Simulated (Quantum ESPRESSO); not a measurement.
Ho under changes of volume

One of the cells (31.547 Å³/atom); the others are scaled copies at fixed shape and fractional positions:

```
CELL_PARAMETERS angstrom
-1.99052 1.99052 1.99052
1.99052 -1.99052 1.99052
1.99052 1.99052 -1.99052
ATOMIC_POSITIONS crystal
Ho 0.00000 0.00000 0.00000
```

This isn't the form of Ho at room conditions, which is hcp.

- Program: Quantum ESPRESSO 7.5
- Functional: PBE
- Potentials or basis: SSSP 1.3 efficiency PBE
- Cutoff: 748 eV
- Density cutoff: 5987 eV
- k mesh: 9 × 9 × 9
- Occupations: fermi-dirac, width 0.05 eV
- Spin: collinear spin, ferromagnetic start
- Starting moments: [4.0] μB

```tsv
volume (Å³/atom)	energy over the lowest point (meV/atom)	pressure (GPa)
29.654	5.89	1.8
30.285	1.69	1.0
30.916	0.00	0.5
31.547	0.57	0.0
32.178	3.22	-0.5
32.809	?	?
33.440	13.98	-1.5
```

What does the run at 32.809 Å³/atom give?

Energy over the lowest point 7.75 meV/atom; pressure -1.0 GPa.

Worked out: A Birch-Murnaghan fit of order 3 (a polynomial in V^(-2/3)) to the other rows has its minimum at 31.06 Å³/atom with B0 = V·E''(V) = 28 GPa and B' = 3.7. It gives 7.74 meV/atom at 32.809 Å³/atom, against the run's 7.75, and -dE/dV = -1.4 GPa, against -1.0.

Energies are extrapolated to zero smearing.

Caveats: the magnetic or orbital state may not be the lowest.
